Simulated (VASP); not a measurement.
# Input and output of a VASP r²SCAN single-point calculation on AlN (strained rocksalt)

INCAR

```
LCHARG = .FALSE.
LREAL = .FALSE.
PREC = Accurate
IBRION = -1
EDIFF = 1E-7
NELM = 120
SIGMA = 0.01
LASPH = .TRUE.
ENCUT = 520
NSW = 0
ISIF = 2
ISMEAR = 0
LWAVE = .FALSE.
NBANDS = 11
ALGO = Normal
METAGGA = R2SCAN
```

KPOINTS

```
KPOINTS created by Atomic Simulation Environment
0
Gamma
10 10 10
0 0 0
```

KPOINTS_OPT

```
special points
7
Reciprocal
0.0000000000 0.0000000000 0.0000000000 1
0.5000000000 0.0000000000 0.5000000000 1
0.6250000000 0.2500000000 0.6250000000 1
0.3750000000 0.3750000000 0.7500000000 1
0.5000000000 0.5000000000 0.5000000000 1
0.5000000000 0.2500000000 0.7500000000 1
0.0000000000 0.5000000000 0.5000000000 1
```

POSCAR

```
Al N
 1.0000000000000000
     0.0000000000000000    1.9583023986000001    1.9583023986000001
     1.9583023986000001    0.0000000000000000    1.9583023986000001
     1.9583023986000001    1.9583023986000001    0.0000000000000000
 Al  N
   1   1
Cartesian
  0.0000000000000000  0.0000000000000000  0.0000000000000000
  1.9583023985999999  1.9583023985999999  1.9583023985999999
```

VASP ran with the recommended PBE PAW datasets (8 valence electrons in the cell).

Command

```
mpirun -np 1 vasp_std
```

OSZICAR

```
N       E                     dE             d eps       ncg     rms          rms(c)
DAV:   1     0.566655634997E+01    0.56666E+01   -0.40572E+03  1066   0.637E+02
DAV:   2    -0.217719453520E+02   -0.27439E+02   -0.26653E+02  1275   0.148E+02
DAV:   3    -0.224544309806E+02   -0.68249E+00   -0.68155E+00  1251   0.217E+01
DAV:   4    -0.224570977576E+02   -0.26668E-02   -0.26665E-02  1184   0.145E+00
DAV:   5    -0.224571209302E+02   -0.23173E-04   -0.23172E-04  1214   0.128E-01    0.844E+00
DAV:   6    -0.187250440122E+02    0.37321E+01   -0.51550E+00  1112   0.127E+01    0.393E+00
DAV:   7    -0.187577908289E+02   -0.32747E-01   -0.48530E-01  1175   0.487E+00    0.216E+00
DAV:   8    -0.187765132119E+02   -0.18722E-01   -0.36260E-02  1121   0.146E+00    0.176E-01
DAV:   9    -0.187764943379E+02    0.18874E-04   -0.14912E-03  1254   0.271E-01    0.871E-02
DAV:  10    -0.187766732130E+02   -0.17888E-03   -0.23359E-04  1157   0.125E-01    0.436E-02
DAV:  11    -0.187766567463E+02    0.16467E-04   -0.25108E-05  1221   0.311E-02    0.656E-03
DAV:  12    -0.187766571343E+02   -0.38799E-06   -0.95123E-07  1145   0.902E-03    0.196E-03
DAV:  13    -0.187766576528E+02   -0.51852E-06   -0.16346E-08   625   0.111E-03    0.648E-04
DAV:  14    -0.187766575413E+02    0.11157E-06   -0.23964E-09   586   0.429E-04    0.303E-04
DAV:  15    -0.187766575215E+02    0.19791E-07   -0.48004E-10   586   0.191E-04
   1 F= -.18776658E+02 E0= -.18776658E+02  d E =-.716621-171
       N       E                     dE             ncg
DAV:   1     0.852330838445E+03   -0.23921E+04      154
DAV:   2     0.677361661209E+03   -0.17497E+03      195
DAV:   3     0.672478636630E+03   -0.48830E+01      189
DAV:   4     0.672459270208E+03   -0.19366E-01      181
DAV:   5     0.672459059572E+03   -0.21064E-03      190
DAV:   6     0.672459056571E+03   -0.30012E-05      178
DAV:   7     0.672459056523E+03   -0.47572E-07      190
```

From OUTCAR

```
k-points           NKPTS =     47   k-points in BZ     NKDIM =     47   number of bands    NBANDS=     11

   NELECT =       8.0000    total number of electrons

   dimension x,y,z NGX =    24 NGY =   24 NGZ =   24
   dimension x,y,z NGXF=    48 NGYF=   48 NGZF=   48

  energy-cutoff  :      520.00
  volume of cell :       15.02
      direct lattice vectors                 reciprocal lattice vectors
     0.000000000  1.958302399  1.958302399    -0.255323182  0.255323182  0.255323182
     1.958302399  0.000000000  1.958302399     0.255323182 -0.255323182  0.255323182
     1.958302399  1.958302399  0.000000000     0.255323182  0.255323182 -0.255323182

 k-points in reciprocal lattice and weights: KPOINTS created by Atomic Simulation Env
   0.00000000  0.00000000  0.00000000       0.001
   0.10000000  0.00000000  0.00000000       0.008
   0.20000000  0.00000000  0.00000000       0.008
   0.30000000  0.00000000  0.00000000       0.008
   0.40000000  0.00000000  0.00000000       0.008
   0.50000000  0.00000000  0.00000000       0.004
   0.10000000  0.10000000  0.00000000       0.006
   0.20000000  0.10000000  0.00000000       0.024
   ...

 E-fermi :  11.2483

 k-point     1 :       0.0000    0.0000    0.0000
  band No.  band energies     occupation
      1      -8.2623      2.00000
      2      11.0525      2.00000
      3      11.0525      2.00000
      4      11.0525      2.00000
      5      19.0749      0.00000
      6      24.2852      0.00000
      7      24.2852      0.00000
      8      24.2852      0.00000
      9      30.3464      0.00000
     10      30.3825      0.00000
     11      30.3825      0.00000

 k-point     2 :       0.1000    0.0000    0.0000
  band No.  band energies     occupation
      1      -8.0336      2.00000
      2      10.0019      2.00000
      3      10.8983      2.00000
      4      10.8983      2.00000
      5      19.6420      0.00000
      6      23.4767      0.00000
      7      24.6589      0.00000
      8      24.6589      0.00000
      9      29.2284      0.00000
     10      29.2284      0.00000
     11      31.9456      0.00000

 k-point     3 :       0.2000    0.0000    0.0000
  band No.  band energies     occupation
      1      -7.3686      2.00000
      2       7.6780      2.00000
      3      10.5253      2.00000
      4      10.5253      2.00000
      5      19.9128      0.00000
      6      23.4770      0.00000
      7      25.1327      0.00000
      8      25.1327      0.00000
      9      28.5751      0.00000
     10      28.5751      0.00000
     11      31.7108      0.00000

 k-point     4 :       0.3000    0.0000    0.0000
  band No.  band energies     occupation
      1      -6.3488      2.00000
      2       5.0962      2.00000
      3      10.1135      2.00000
      4      10.1135      2.00000
      5      19.2803      0.00000
      6      24.6351      0.00000
      7      24.6351      0.00000
      8      25.0186      0.00000
      9      30.1026      0.00000
     10      30.1026      0.00000
     11      30.7409      0.00000

 k-point     5 :       0.4000    0.0000    0.0000
  band No.  band energies     occupation
      1      -5.2129      2.00000
      2       2.9132      2.00000
      3       9.8112      2.00000
      4       9.8112      2.00000
      5      18.7738      0.00000
      6      24.0179      0.00000
      7      24.0179      0.00000
      8      26.5497      0.00000
      9      30.0086      0.00000
     10      32.6374      0.00000
     11      32.6374      0.00000

 k-point     6 :       0.5000    0.0000    0.0000
  band No.  band energies     occupation
      1      -4.6211      2.00000
      2       1.9573      2.00000
      3       9.7016      2.00000
      4       9.7016      2.00000
      5      18.6021      0.00000
      6      23.7863      0.00000
      7      23.7863      0.00000
      8      27.1814      0.00000
      9      29.7540      0.00000
     10      34.2331      0.00000
     11      34.2331      0.00000

 k-point     7 :       0.1000    0.1000    0.0000
  band No.  band energies     occupation
      1      -7.9579      2.00000
      2      10.1027      2.00000
      3      10.6295      2.00000
      4      10.6295      2.00000
      5      19.9204      0.00000
      6      22.6547      0.00000
      7      25.0953      0.00000
      8      25.0953      0.00000
      9      27.5891      0.00000
     10      30.7405      0.00000
     11      32.7810      0.00000

 k-point     8 :       0.2000    0.1000    0.0000
  band No.  band energies     occupation
      1      -7.4398      2.00000
      2       8.3754      2.00000
      3      10.1900      2.00000
      4      10.3295      2.00000
      5      20.5591      0.00000
      6      21.9742      0.00000
      7      25.2504      0.00000
      8      25.8331      0.00000
      9      26.8463      0.00000
     10      30.4062      0.00000
     11      33.2651      0.00000

 k-point     9 :       0.3000    0.1000    0.0000
  band No.  band energies     occupation
      1      -6.5366      2.00000
      2       5.9767      2.00000
      3       9.7746      2.00000
      4       9.8338      2.00000
      5      20.0384      0.00000
      6      23.2981      0.00000
      7      24.1178      0.00000
      8      25.6866      0.00000
      9      28.5035      0.00000
     10      31.2946      0.00000
     11      32.4753      0.00000

 k-point    10 :       0.4000    0.1000    0.0000
  band No.  band energies     occupation
      1      -5.4167      2.00000
      2       3.6960      2.00000
      3       9.3069      2.00000
      4       9.5186      2.00000
      5      19.5371      0.00000
      6      23.1577      0.00000
      7      24.9474      0.00000
      8      25.3437      0.00000
      9      30.5241      0.00000
     10      31.9023      0.00000
     11      33.4296      0.00000

 k-point    11 :       0.5000    0.1000    0.0000
  band No.  band energies     occupation
      1      -4.5637      2.00000
      2       2.2760      2.00000
      3       8.9301      2.00000
      4       9.4870      2.00000
      5      19.3476      0.00000
      6      22.8465      0.00000
      7      24.3958      0.00000
      8      26.6826      0.00000
      9      31.1995      0.00000
     10      32.9099      0.00000
     11      34.5059      0.00000

 k-point    12 :      -0.4000    0.1000    0.0000
  band No.  band energies     occupation
      1      -4.7671      2.00000
      2       2.5996      2.00000
      3       8.7969      2.00000
      4       9.6863      2.00000
      5      19.4600      0.00000
      6      23.0639      0.00000
      7      24.2699      0.00000
      8      26.5132      0.00000
      9      31.4181      0.00000
     10      32.3812      0.00000
     11      33.7403      0.00000

 k-point    13 :      -0.3000    0.1000    0.0000
  band No.  band energies     occupation
      1      -5.7956      2.00000
      2       4.4150      2.00000
      3       8.9458      2.00000
      4      10.0662      2.00000
      5      19.8648      0.00000
      6      23.6689      0.00000
      7      24.6289      0.00000
      8      25.1426      0.00000
      9      29.4815      0.00000
     10      31.9204      0.00000
     11      32.6561      0.00000

 k-point    14 :      -0.2000    0.1000    0.0000
  band No.  band energies     occupation
      1      -6.8743      2.00000
      2       6.7856      2.00000
      3       9.3833      2.00000
      4      10.5129      2.00000
      5      20.4874      0.00000
      6      22.9744      0.00000
      7      25.0204      0.00000
      8      25.3618      0.00000
      9      27.2367      0.00000
     10      30.5855      0.00000
     11      32.9167      0.00000

 k-point    15 :      -0.1000    0.1000    0.0000
  band No.  band energies     occupation
      1      -7.6598      2.00000
      2       8.9037      2.00000
      3      10.1279      2.00000
      4      10.8489      2.00000
      5      20.3571      0.00000
      6      22.5820      0.00000
      7      25.0851      0.00000
      8      25.3758      0.00000
      9      27.4097      0.00000
     10      29.5412      0.00000
     11      33.2010      0.00000

 k-point    16 :       0.2000    0.2000    0.0000
  band No.  band energies     occupation
      1      -7.0798      2.00000
      2       8.0539      2.00000
      3       9.6931      2.00000
      4       9.6931      2.00000
      5      20.2650      0.00000
      6      21.2229      0.00000
      7      24.6561      0.00000
      8      27.0110      0.00000
      9      27.0110      0.00000
     10      31.7906      0.00000
     11      35.4963      0.00000

 ...

  Total        2.7441530      2.7441530      2.7441530     -0.0000000      0.0000000     -0.0000000
  in kB      292.7181480    292.7181480    292.7181480     -0.0000000      0.0000000     -0.0000000
  external PRESSURE =     292.7181480 kB  Pullay stress =       0.0000000 kB

 POSITION                                       TOTAL-FORCE (eV/Angst)
 -----------------------------------------------------------------------------------
      0.00000      0.00000      0.00000        -0.000000      0.000000      0.000000
      1.95830      1.95830      1.95830         0.000000     -0.000000     -0.000000
 -----------------------------------------------------------------------------------
    total drift:                               -0.000000     -0.000000      0.000000

  FREE ENERGIE OF THE ION-ELECTRON SYSTEM (eV)
  ---------------------------------------------------
  free  energy   TOTEN  =       -18.7766575215 eV

  energy  without entropy=      -18.7766575215  energy(sigma->0) =      -18.77665752
```

```yaml
gap_between_bands_v_and_c: 5.81 eV
least_direct_gap: 8.02 eV
pressure: 29.3 GPa
```

Band v is the last that the valence electrons fill when counted band by band, and c is the next.

The run took about 22 s on one core of a shared host (Intel Xeon Platinum 8488C) and held 0.14 GiB at most.
